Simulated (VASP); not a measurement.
Sn in VASP: the effect of functional

Crystal: Sn.

```
Sn
1.0
    -1.89465    1.89465    1.89465
     1.89465   -1.89465    1.89465
     1.89465    1.89465   -1.89465
Sn
1
Direct
  0.00000 0.00000 0.00000
```

This isn't the form of Sn at room conditions, which is tetragonal (white tin).

Alike in all runs:

| Property | Result |
| --- | --- |
| Program | VASP 6.6.1 |
| Task | relaxation of cell and atoms |
| Cutoff | 600 eV |
| k mesh | 10 × 10 × 10 |
| Occupations | fermi-dirac, width 0.05 eV |
| Spin | no spin polarisation |

Each run relaxes the cell or the atoms first.

One run gave: relaxed volume 30.77 Å³/atom. Which functional did it use?
A. RPBE
B. SCAN
C. revPBE
D. BLYP
E. PW91

D.

```tsv
functional	potentials or basis	relaxed volume (Å³/atom)
LDA	VASP PAW LDA potentials, release 64 (Sn_d)	25.35
PBEsol	VASP PAW PBE potentials, release 64 (Sn_d)	25.98
RPBE	VASP PAW PBE potentials, release 64 (Sn_d)	28.47
revPBE	VASP PAW PBE potentials, release 64 (Sn_d)	28.21
BLYP	VASP PAW PBE potentials, release 64 (Sn_d)	30.77
AM05	VASP PAW PBE potentials, release 64 (Sn_d)	25.89
PW91	VASP PAW PBE potentials, release 64 (Sn_d)	27.69
r2SCAN	VASP PAW PBE potentials, release 64 (Sn_d)	26.79
SCAN	VASP PAW PBE potentials, release 64 (Sn_d)	26.74
optB88-vdW	VASP PAW PBE potentials, release 64 (Sn_d)	27.95
vdW-DF-cx	VASP PAW PBE potentials, release 64 (Sn_d)	26.31
rev-vdW-DF2	VASP PAW PBE potentials, release 64 (Sn_d)	27.20
```

Caveats: the PAW data sets were made with another functional, which shifts forces and pressure a little (some runs); the relaxation stopped at its first step, so nothing moved (some runs).

Runs at the PBE level aren't shown here.
